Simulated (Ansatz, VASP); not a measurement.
# Two plane-wave programs on Ge

INCAR

```
SYSTEM = Ge
  PREC = Accurate
  ENCUT = 600
  EDIFF = 1E-6
  ISMEAR = -1
  SIGMA = 0.05
  LREAL = .FALSE.
  LASPH = .TRUE.
  NELM = 100
  ALGO = Fast
  ISIF = 3
  LWAVE = .FALSE.
  LCHARG = .FALSE.
  GGA = B5
  ALDAX = 1.0
  AGGAX = 1.0
  AGGAC = 1.0
  ALDAC = 0.0
  IBRION = 2
  NSW = 60
  EDIFFG = -0.01
```

The input KPOINTS:

```
Automatic mesh
0
G
  11 11 11
  0 0 0
```

Contents of POSCAR:

```
Ge
1.0
   -0.0282083000      2.1019966500      2.1134578200
    2.0716247400     -0.0325513900      2.1178009100
    2.0429605600      2.0776755600     -0.0038872100
Ge
1
Direct
    0.0000000000      0.0000000000      0.0000000000
```

Contents of input.yaml:

```yaml
crystal:
  lattice:
    - [-0.0282083, 2.10199665, 2.11345782]
    - [2.07162474, -0.03255139, 2.11780091]
    - [2.04296056, 2.07767556, -0.00388721]
  atoms:
    - { symbol: Ge, position: [0.0, 0.0, 0.0] }
hamiltonian:
  xc: blyp
  pseudopotentials: { kind: paw }
kpoints:
  mp_grid: { grid: [11, 11, 11] }
scf:
  occupations: { method: fermi_dirac, width: 0.05 }
output:
  forces: true
  stress: true
  eigenvalues: true
  write_density: true
  write_potential: true
  elf: true
  volumetric_format: npy
relax:
  f_tol: 0.01
  max_steps: 40
  cell: { stress_tol: 0.05 }
```

This isn't the form of Ge at room conditions, which is diamond.

Alike in both runs: task relaxation of cell and atoms; functional BLYP; k mesh 11 × 11 × 11; occupations fermi-dirac, width 0.05 eV; no spin polarisation.

```csv
,VASP,Ansatz
version,VASP 6.6.1,Ansatz 0.2.0
potentials or method,"VASP PAW PBE potentials, release 64 (Ge_d)",Ansatz PAW
plane-wave cutoff (eV),600,420
valence electrons in the cell,14,14
```

Ansatz gave:

| Quantity | Value |
| --- | --- |
| gap on the k mesh at the Fermi level, each at its own relaxed structure (eV) | none |
| relaxed volume (Å³/atom) | 21.75 |
| relaxed cell length with the largest relative difference (Å) | 3.113 |
| energy change over the relaxation (meV/atom) | -103 |

Q: Estimate VASP's values.

A: gap on the k mesh at the Fermi level, each at its own relaxed structure (eV): none; relaxed volume (Å³/atom): 21.77; relaxed cell length with the largest relative difference (Å): 3.116; energy change over the relaxation (meV/atom): -105.

A gap of «none» marks a metal or a gap that the smearing closes.

Caveats: the volume moved by over 15 % at a fixed basis, so the end points are rough; the PAW data sets were made with another functional, which shifts forces and pressure a little (VASP); the plane-wave basis is chosen anew once the cell has moved, so the energies of steps on either side of that aren't comparable (Ansatz); the PAW data sets come from PBE, with cores solved anew for the run's functional, which leaves a small shift of forces and pressure (Ansatz).
